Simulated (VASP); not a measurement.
# BaTiO3 (Pm-3m) in VASP: a series of runs, part 2 of 2

VASP 6.6.1.

**3. Single point, LDA**

Contents of INCAR:

```
PREC = Accurate
ENCUT = 460
EDIFF = 0.01
ISMEAR = 0
SIGMA = 0.05
LREAL = False
LASPH = True
NELM = 100
ALGO = Normal
ISIF = 2
LWAVE = False
LCHARG = False
GGA = CA
ADDGRID = False
```

Contents of KPOINTS:

```
Automatic mesh
0
Gamma
  4 4 4
```

Contents of POSCAR:

```
BaTiO3
1.0
    4.0060000000      0.0000000000      0.0000000000
    0.0000000000      4.0060000000      0.0000000000
    0.0000000000      0.0000000000      4.0060000000
Ba Ti O
1 1 3
Direct
    0.4701120000      0.5031600000      0.5056990000
   -0.0202070000      0.0016430000     -0.0204470000
   -0.0270160000     -0.0188640000      0.5097340000
   -0.0003670000      0.4971430000     -0.0056670000
    0.4958670000     -0.0087980000      0.0064420000
```

Potentials or basis: VASP PAW LDA potentials, release 64 (Ba_sv, Ti_sv, O).

Started as:

```bash
> cat potpaw_LDA.64/Ba_sv/POTCAR potpaw_LDA.64/Ti_sv/POTCAR potpaw_LDA.64/O/POTCAR > POTCAR
> mpirun -np 1 vasp_std > vasp.out
```

OUTCAR:

```text
PREC = Accurate
   ENCUT = 460
   EDIFF = 0.01
   ISMEAR = 0
   LREAL = False
   LASPH = True
   NELM = 100
   ISIF = 2
   GGA = CA

 Found     36 irreducible k-points:

 Following reciprocal coordinates:
            Coordinates               Weight
  0.000000  0.000000  0.000000      1.000000
  0.250000  0.000000  0.000000      2.000000
  0.000000  0.250000  0.000000      2.000000
  0.000000  0.000000  0.250000      2.000000
  0.500000  0.000000  0.000000      1.000000
  0.000000  0.500000  0.000000      1.000000
[... 243 lines left out ...]
  -------------------------------------------------------------------------------------
  Total       -3.2550729     -3.4726899     -2.6456625     -0.0891014     -0.1124804     -0.1477972
  in kB      -81.1219654    -86.5453518    -65.9344209     -2.2205600     -2.8032021     -3.6833576
  external PRESSURE =     -77.8672460 kB  Pullay stress =       0.0000000 kB

 VOLUME and BASIS-vectors are now :
 -----------------------------------------------------------------------------
  energy-cutoff  :      460.00
  volume of cell :       64.29
      direct lattice vectors                 reciprocal lattice vectors
     4.006000000  0.000000000  0.000000000     0.249625562  0.000000000  0.000000000
     0.000000000  4.006000000  0.000000000     0.000000000  0.249625562  0.000000000
     0.000000000  0.000000000  4.006000000     0.000000000  0.000000000  0.249625562

 POSITION                                       TOTAL-FORCE (eV/Angst)
 -----------------------------------------------------------------------------------
      1.88327      2.01566      2.02583         0.352989     -0.141463     -0.381580
      3.92505      0.00658      3.92409        -0.441211      0.046615     -0.000277
      3.89777      3.93043      2.04199         0.348144      0.365787      0.164932
      4.00453      1.99155      3.98330        -0.140135     -0.458049      0.221422
      1.98644      3.97076      0.02581        -0.119787      0.187111     -0.004497
 -----------------------------------------------------------------------------------
    total drift:                                0.005184      0.006792      0.008285

  FREE ENERGIE OF THE ION-ELECTRON SYSTEM (eV)
  ---------------------------------------------------
  free  energy   TOTEN  =       -44.0635022580 eV

  energy  without entropy=      -44.0635022580  energy(sigma->0) =      -44.06350226
```

OSZICAR:

```text
N       E                     dE             d eps       ncg     rms          rms(c)
DAV:   1     0.409332544376E+03    0.40933E+03   -0.19085E+04  1728   0.162E+03
DAV:   2    -0.170218254412E+02   -0.42635E+03   -0.41915E+03  2184   0.456E+02
DAV:   3    -0.531601371593E+02   -0.36138E+02   -0.35852E+02  2224   0.137E+02
DAV:   4    -0.546262315635E+02   -0.14661E+01   -0.14653E+01  2640   0.254E+01
DAV:   5    -0.546630306988E+02   -0.36799E-01   -0.36797E-01  2312   0.346E+00    0.228E+01
DAV:   6    -0.444342829295E+02    0.10229E+02   -0.74300E+01  2664   0.768E+01    0.104E+01
DAV:   7    -0.442861091312E+02    0.14817E+00   -0.12767E+01  2184   0.267E+01    0.654E+00
DAV:   8    -0.440681093269E+02    0.21800E+00   -0.11928E+00  2320   0.105E+01    0.260E+00
DAV:   9    -0.440799769687E+02   -0.11868E-01   -0.22066E-01  2392   0.327E+00    0.120E+00
DAV:  10    -0.440639780873E+02    0.15999E-01   -0.10073E-01  2312   0.336E+00    0.294E-01
DAV:  11    -0.440635022580E+02    0.47583E-03   -0.34374E-03  1000   0.497E-01
   1 F= -.44063502E+02 E0= -.44063502E+02  d E =-.239483E-18
```

It took 31 s on 1 thread of AMD EPYC 7R13 (Zen 3), shared host; peak memory 0.15 GiB.

These settings aren't checked as converged: the numbers below hold their error.

Results:

```
Free energy            : -44.0635 eV
Pressure               : -7.8 GPa
Largest force          : 0.539 eV/Å
Band gap on the k mesh : 1.82 eV, indirect (least direct gap 2.10 eV)
```

Caveat: the cutoff is under 1.25 times the usual one of these potentials, so pressure, stress and relaxed cells hold a basis-set (Pulay) error; spin-orbit coupling is left out, which moves the levels of the heavy elements.

**4. Single point, LDA**

Edit INCAR of step 3 so:

```diff
@@ -2,3 +2,3 @@
 ENCUT = 460
-EDIFF = 0.01
+EDIFF = 0.001
 ISMEAR = 0
```

KPOINTS is that of step 3.

Contents of POSCAR:

```
BaTiO3
1.0
    4.0060000000      0.0000000000      0.0000000000
    0.0000000000      4.0060000000      0.0000000000
    0.0000000000      0.0000000000      4.0060000000
Ba Ti O
1 1 3
Direct
    0.5000000000      0.5000000000      0.5000000000
    0.0000000000      0.0000000000      0.0000000000
    0.0000000000      0.0000000000      0.5000000000
    0.0000000000      0.5000000000      0.0000000000
    0.5000000000      0.0000000000      0.0000000000
```

Started as:

```bash
> cat potpaw_LDA.64/Ba_sv/POTCAR potpaw_LDA.64/Ti_sv/POTCAR potpaw_LDA.64/O/POTCAR > POTCAR
> mpirun -np 1 vasp_std > vasp.out
```

Wall time 11 s (1 thread of AMD EPYC 7R13 (Zen 3), shared host); peak memory 0.12 GiB.

The run converged, but some of its settings lie outside the range that counts as converged, so its numbers aren't taken as properties of the crystal.

What came out:

```yaml
Free_energy: -44.0899 eV
Pressure: -8.2 GPa
Band_gap_on_the_k_mesh: 1.62 eV, indirect (least direct gap 1.77 eV)
```

Caveat: the cutoff is under 1.25 times the usual one of these potentials, so pressure, stress and relaxed cells hold a basis-set (Pulay) error; spin-orbit coupling is left out, which moves the levels of the heavy elements.

**5. Single point, LDA**

INCAR is that of step 4.

KPOINTS is that of step 4.

Contents of POSCAR:

```
BaTiO3
1.0
    4.0060000000      0.0000000000      0.0000000000
    0.0000000000      4.0060000000      0.0000000000
    0.0000000000      0.0000000000      4.0060000000
Ba Ti O
1 1 3
Direct
    0.4701120000      0.5031600000      0.5056990000
   -0.0202070000      0.0016430000     -0.0204470000
   -0.0270160000     -0.0188640000      0.5097340000
   -0.0003670000      0.4971430000     -0.0056670000
    0.4958670000     -0.0087980000      0.0064420000
```

Started as:

```bash
> cat potpaw_LDA.64/Ba_sv/POTCAR potpaw_LDA.64/Ti_sv/POTCAR potpaw_LDA.64/O/POTCAR > POTCAR
> mpirun -np 1 vasp_std > vasp.out
```

Run time: 33 s. Hardware: 1 thread of AMD EPYC 7R13 (Zen 3), shared host; peak memory 0.15 GiB.

The run converged, but some of its settings lie outside the range that counts as converged, so its numbers aren't taken as properties of the crystal.

Results:

```
Free energy            : -44.0636 eV
Pressure               : -7.8 GPa
Largest force          : 0.536 eV/Å
Band gap on the k mesh : 1.82 eV, indirect (least direct gap 2.10 eV)
```

Caveat: the cutoff is under 1.25 times the usual one of these potentials, so pressure, stress and relaxed cells hold a basis-set (Pulay) error; spin-orbit coupling is left out, which moves the levels of the heavy elements.

**6. Single point, LDA**

Edit INCAR of step 5 so:

```diff
@@ -2,3 +2,3 @@
 ENCUT = 460
-EDIFF = 0.001
+EDIFF = 1E-4
 ISMEAR = 0
```

KPOINTS is that of step 5.

Contents of POSCAR:

```
BaTiO3
1.0
    4.0060000000      0.0000000000      0.0000000000
    0.0000000000      4.0060000000      0.0000000000
    0.0000000000      0.0000000000      4.0060000000
Ba Ti O
1 1 3
Direct
    0.5000000000      0.5000000000      0.5000000000
    0.0000000000      0.0000000000      0.0000000000
    0.0000000000      0.0000000000      0.5000000000
    0.0000000000      0.5000000000      0.0000000000
    0.5000000000      0.0000000000      0.0000000000
```

Potentials or basis: VASP PAW LDA potentials, release 64 (Ba_sv, Ti_sv, O).

Started as:

```bash
> cat potpaw_LDA.64/Ba_sv/POTCAR potpaw_LDA.64/Ti_sv/POTCAR potpaw_LDA.64/O/POTCAR > POTCAR
> mpirun -np 1 vasp_std > vasp.out
```

It took 10 s on 1 thread of AMD EPYC 7R13 (Zen 3), shared host; peak memory 0.12 GiB.

These settings aren't checked as converged: the numbers below hold their error.

Results:

```yaml
Free_energy: -44.0899 eV
Pressure: -8.1 GPa
Band_gap_on_the_k_mesh: 1.64 eV, indirect (least direct gap 1.78 eV)
```

Caveat: the cutoff is under 1.25 times the usual one of these potentials, so pressure, stress and relaxed cells hold a basis-set (Pulay) error; spin-orbit coupling is left out, which moves the levels of the heavy elements.

**7. The reference run**

An earlier run on the cell as given: functional PBEsol; potentials or basis VASP PAW PBE potentials, release 64 (Ba_sv, Ti_sv, O); cutoff 520 eV; k mesh 7 × 7 × 7; occupations fermi-dirac, width 0.05 eV; no spin polarisation.

* Pressure: -2.8 GPa
* Band gap on the k mesh: 1.76 eV, indirect (least direct gap 1.84 eV)
